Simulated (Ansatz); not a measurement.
# KCl (rocksalt): G0W0 against its settings

KCl (rocksalt), relaxed with r2SCAN; one-shot G0W0 in Ansatz without spin-orbit coupling. The values are computed, spin-unpolarised, and not measurements.

```xyz
2
Lattice="0.0000 3.1448 3.1448 3.1448 0.0000 3.1448 3.1448 3.1448 0.0000" Properties=species:S:1:pos:R:3 pbc="T T T"
K     0.0000    0.0000    0.0000
Cl    3.1448    3.1448    3.1448
```

Gaps are read over the mesh points alone. G0W0 values are finite-basis, finite-mesh values.

| start | potentials | frequency model | mesh | empty bands | screening cutoff (eV) | Kohn-Sham gap (eV) | G0W0 gap (eV) | rough cost |
| --- | --- | --- | --- | --- | --- | --- | --- | --- |
| PBE | PAW | contour deformation | 4×4×4 | 101 | 80 | 5.19 | 7.74 | 10 core-seconds |
| PBE | PAW | contour deformation | 4×4×4 | 233 | 140 | 5.19 | 7.93 | 50 core-seconds |
| PBE | PAW | contour deformation | 4×4×4 | 429 | 210 | 5.19 | 8.03 | 4 core-minutes |
| HSE06 | PAW | contour deformation | 4×4×4 | 233 | 140 | 6.51 | 8.55 | 2.5 core-minutes |
| LDA | PAW | contour deformation | 4×4×4 | 233 | 140 | 4.75 | 7.76 | 50 core-seconds |
| r2SCAN | PAW | contour deformation | 4×4×4 | 233 | 140 | 5.83 | 8.29 | 70 core-seconds |
| PBE | PAW | Godby-Needs pole | 4×4×4 | 233 | 140 | 5.19 | 7.92 | 80 core-seconds |
| PBE | PAW | contour deformation | 6×6×6 | 101 | 80 | 5.19 | 7.74 | 70 core-seconds |
| PBE | norm-conserving | contour deformation | 4×4×4 | 233 | 140 | 5.19 | 7.94 | 90 core-seconds |

The quasiparticle gap on this mesh is 8.03 eV (direct at Γ), against 5.19 eV from PBE: +2.84 eV. Renormalisation factors Z lie between 0.80 and 0.87.

Raising bands and cutoff together moves the gap by +0.19 eV (80 to 140 eV), then +0.10 eV (140 to 210 eV); the last step is still large, so the basis limit isn't reached. Starting from HSE06 (6.51 eV against PBE's 5.19 eV) gives 8.55 eV, +0.62 eV from G0W0@PBE at the same screening cutoff. Starting from LDA (4.75 eV against PBE's 5.19 eV) gives 7.76 eV, -0.17 eV from G0W0@PBE at the same screening cutoff. Starting from r2SCAN (5.83 eV against PBE's 5.19 eV) gives 8.29 eV, +0.36 eV from G0W0@PBE at the same screening cutoff. The Godby-Needs plasmon pole differs from contour deformation by -0.01 eV. A 6×6×6 mesh in place of 4×4×4 changes the opening over PBE by -0.01 eV (the gap on the mesh by 0.00 eV). Norm-conserving potentials (wave cutoff 850 eV against 420 eV) shift the quasiparticle gap by +0.01 eV and the PBE gap by 0.00 eV. r2SCAN runs take a wave cutoff of 500 eV.
